Why does it cost so much to slide one half of a tungsten crystal rigidly over the other, and why is the resistance greatest only after the halves have gone past a quarter of the way? Here the cut lies on a (011) plane and the slide runs along [100]. A full slip of one lattice constant, 3.195 Å, brings the crystal back to itself. At half slip each atom beside the cut sits directly opposite an atom of the other half.

W, 4 atoms in the cell, bcc type, space group Im-3m (229), conventional a = 3.195 Å, 16.30 Å³ an atom. Rigid slide of a crystal across a plane by tilting cell vector c, one fault a cell, unrelaxed. Ansatz 0.2.0, plane-wave PAW, scalar-relativistic; functional PBE; no spin polarisation; cutoff 420 eV; k mesh 18×18×5; Gaussian smearing of 0.15 eV; k points shifted by (0, 0, 0) mesh steps; the scan starts from a cell that was not relaxed at this level; slip vector (1, 1) multiples of cell vectors a and b.

| slip (fraction of the slip vector) | fault energy (mJ/m²) | shear traction (GPa (slope of the fault energy along the slip)) |
| --- | --- | --- |
| 0 | 0 | 0.00 |
| 0.1 | 334 | 21.19 |
| 0.2 | 1361 | 42.40 |
| 0.3 | 2938 | 53.44 |
| 0.4 | 4470 | 36.91 |
| 0.5 | 5072 | -0.14 |

The slip is the fraction $s$ of that full slide. The fault energy $E$ is the energy spent per area of the cut, and the shear traction $\tau$ is its slope along the slide, the sideways stress needed to hold the halves in place. The energy climbs to 5072 mJ/m² at half slip, which is the top of a hill and not a fault that would persist. The largest sampled traction, 53 GPa, comes at a slip of 0.3. At half slip symmetry requires zero traction, so the small negative value there is numerical error.

## Three explanations

The first explanation is Frenkel's: the atomic planes ride over each other like two corrugated sheets, and the energy follows the simplest periodic curve. The second is that atoms are squeezed together across the cut. The third is that bonds across the cut are stretched and lost. Each can make the energy rise, so the height of the hill alone cannot choose between them.

Frenkel's curve is $E = E_\text{top}\sin^2(\pi s)$. The first step fixes its height: 334 mJ/m² divided by $\sin^2 18^\circ$ gives about 3500 mJ/m². That is 31 % below the computed top. An engineer who extrapolated from the stiffness at small slip would therefore underrate this hill by nearly a third.

A different height would not rescue the sine, because its shape is wrong. A sine gives the same traction at slips of 0.1 and 0.4, whereas the computed traction at 0.4 is 1.7 times as large. The real curve starts gently and steepens late.

## The tempting answer

Geometry suggests why. Before the slide, an atom at the cut has two equally close neighbours in the other half, one ahead and one behind along the slide, both 2.77 Å away. The slide shortens one contact and lengthens the other. At first their sideways pushes nearly cancel, so the resistance starts from zero.

As the slide goes on, the shorter contact takes over. It shrinks to 2.26 Å at half slip, and repulsion between atoms grows steeply as they approach. Its sideways leverage shrinks too, because the two atoms come to lie face to face. The traction is the product of a growing push and a vanishing leverage, and a steep repulsion moves its maximum to a later slip than in a sine.

This picture becomes a formula if each of the two contacts, of lengths $r_1$ and $r_2$, repels exponentially:

$$E = A\left[e^{-(r_1-r_0)/\rho}+e^{-(r_2-r_0)/\rho}-2\right].$$

Here $r_0$ is the contact length before the slide, $A$ the strength and $\rho$ the reach of the repulsion. Both constants were adjusted to the energies of all six rows, the first of which is zero by construction. The formula then matches every slipped row to within 3 % of its energy. It would be easy to stop here and declare squeezed contacts the whole cause.

## What the outward force reveals

A squeezed contact pushes the halves apart as well as sideways. The same calculation gives the forces on the atoms, and their outward part played no role in the fit. The atoms at the cut are indeed pushed apart in every slipped row, with a force per area that reaches about 115 GPa at half slip. In the undisturbed crystal this force is zero by symmetry, so the slide itself causes it.

That result removes lost bonds as the only cause. If the slide merely stretched contacts, attraction would outlast the shorter-ranged repulsion and draw the halves together. The squeeze is real.

The same force also exposes the tempting formula. In every slipped row the formula predicts an outward push more than twice the computed one, as the printed analysis below shows. It has the energy along the slide nearly right and the force across the cut badly wrong. A good energy curve was not proof of its cause.

The mismatch can be followed by hand at a slip of 0.4, where one contact is by far the shortest. The atoms are still one tenth of the full slide away from lying face to face, so they are offset sideways by 0.32 Å across a gap of 2.26 Å. A push along the line joining them has a sideways part of 0.32/2.26, or 0.14, of its outward part. To supply the computed traction of 36.9 GPa alone, this contact would have to push outward with roughly 260 GPa.

The computed outward force per area in that row is only 104 GPa. If the contact does supply the whole traction, an inward pull of roughly 160 GPa must act at the same time. This estimate uses no fitted constant, but it does assume that the repulsion acts along the line between the atoms. Forces inside the four-layer cell blur it a little: in this row the inner atoms feel less than a tenth of the force on those at the cut, far too little to close the gap.

Such a pull is no surprise in a metal. Even the undisturbed crystal is a balance between repulsion and cohesion, the attraction that the shared electrons provide. For the comparison of forces the formula was given a constant inward pull, just enough to balance its own weak repulsion before the slide, and that is too small. A repulsion of longer reach would start from a larger balance and lower the predicted push, but it would also bring the energy curve closer to the sine that has already failed.

Attraction can enter in a second way. At half slip the one short contact is followed by a wide gap: the next neighbours across the cut are 3.57 Å away. Before the slide there were two at 2.77 Å and two more at 3.19 Å. An atom sliding off the hill regains such neighbours, and their attraction can pull it sideways without pushing the halves apart.

The best-supported account is therefore a combination. The slide forces one pair of atoms too close, while cohesion across the cut holds the halves together and may itself change as the other neighbours move away. The outward force shows the first part directly. The second is inferred from the force balance and rests on the assumption that the repulsion acts along the line between the atoms. Tungsten's d electrons form directional bonds, which could also supply some of the sideways force. The calculation does not divide the energy between these parts.

## Using the numbers

For a neighbouring case, first draw where the atoms go. A path that carries atoms over the tops of others shortens their contacts and should be costly; one that leads them through the hollows shortens them less. Ordinary slip in bcc metals follows half the body diagonal, a different and much easier path. The top of this table is therefore not the barrier for plastic flow in tungsten, and its largest traction is not the strength of a tungsten part.

The halves were also kept rigid. Because the atoms at the cut are pushed apart, letting the gap open would lower the energy. Measured against the same undisturbed crystal, the slipped rows are therefore upper bounds for this path in this cell. The outward force tells the direction of that correction but not its size. Near the top the atoms also come so close that their PAW spheres may overlap, which can cost accuracy, so the height of the hill deserves a check with datasets of smaller core radius. With only four layers between one fault and the next, a thicker cell is needed as well before the values are used for an isolated fault.

The same care applies when an interatomic potential or a simple formula is tested against a rigid slide. Compare the force across the cut as well as the energy along it. Here the energies alone would have approved a model whose outward push is wrong by more than a factor of two.

The analysis program printed:

```
Top of the sine set by the first step, mJ/m2: 3498
Shortfall of that sine at the top, percent: 31.04
Largest traction of that sine, GPa: 34.4
Traction at 0.4 over that at 0.1 (a sine gives 1): 1.742
Traction at 0.3 over that at 0.2 (a sine gives 1): 1.26
fit of fault_energy on 6 rows: coefficient of exp(-(r_near-r_start)/s) + exp(-(r_far-r_start)/s) - 2 448.2 +/- 1.1, s 0.1958; rms 14.4, worst 0.4 -22.6, leave-one-out rms 30.4
Energies in mJ/m2, contacts in angstrom:
  row  shorter contact  longer contact  computed  sine  contact model
  0.0            2.767           2.767         0     0              0
  0.1            2.595           2.963       334   334          343.2
  0.2            2.454           3.179      1361  1208           1372
  0.3            2.348           3.411      2938  2289           2929
  0.4            2.281           3.656      4470  3164           4447
  0.5            2.259           3.913      5072  3498           5093
Forces per area in GPa:
  row  outward computed  outward contact model  sideways computed  sideways from one contact
  0.0                 0                      0                  0                          0
  0.1             7.784                  16.81              21.19                      4.403
  0.2             32.44                  68.67               42.4                      13.76
  0.3             70.92                  150.3              53.44                      20.06
  0.4             104.4                  232.7              36.91                      14.77
  0.5             115.3                  268.5              -0.14                          0
Smallest ratio of modelled to computed outward push: 2.117
Largest ratio of modelled to computed outward push: 2.327
Sideways traction at 0.4 over that from one contact: 2.499
Second contacts across the cut at the start, angstrom: 3.195
Next contacts across the cut at half slip, angstrom: 3.572
```
